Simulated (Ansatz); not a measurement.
# GaP: the cost of one run

Program: Ansatz 0.2.0. Level of theory: DFT PBE, scalar-relativistic, plane waves, PAW. These are calculated values, not measurements.

3 further runs of the same task are left out: 3 set aside as unsound or not needed.

## Step 1: Starting point

The cell holds 32 atoms (Ga15MgP16): a = 9.535 Å, b = 9.535 Å, c = 9.535 Å, α = 109.47°, β = 109.47°, γ = 109.47°.

The coordinates of this cell stand in the input of its own run.

The host was relaxed before at PBE: a = 5.505 Å, b = 5.505 Å, c = 5.505 Å, α = 90.00°, β = 90.00°, γ = 90.00° (conventional cell), 20.855 Å³/atom.

Places, in fractions of the supercell: Mg in place of Ga at (0.250, 0.500, 0.250). The start keeps the symmetry of the ideal site.

## Step 2: Band edges of the host over the zone

Input file input.yaml:

```yaml
crystal:
  lattice:
    - [0.0, 2.7525584819, 2.7525584819]
    - [2.7525584819, 0.0, 2.7525584819]
    - [2.7525584819, 2.7525584819, 0.0]
  atoms:
    - { symbol: Ga, position: [0.0, 0.0, 0.0] }
    - { symbol: P, position: [0.25, 0.25, 0.25] }
basis:
  ecutwfc: 420
  xc_grid: 2
kpoints:
  mp_grid: { grid: [8, 8, 8] }
  band_path: { path: [VBM, CBM], npoints: 2 }
hamiltonian:
  xc: pbe
scf:
  occupations: { method: gaussian, width: 0.02 }
output:
  forces: true
  stress: true
  eigenvalues: true
```

Launch:

```sh
ansatz run input.yaml --threads 8 --pin off --max-ram 16384MiB --backend cpu --events-out ev --progress --plain --runs-dir out
```

What time and memory should one allow on 8 threads of Arm Neoverse N1, shared host?

About 1.5 s, with a peak of 0.34 GiB.
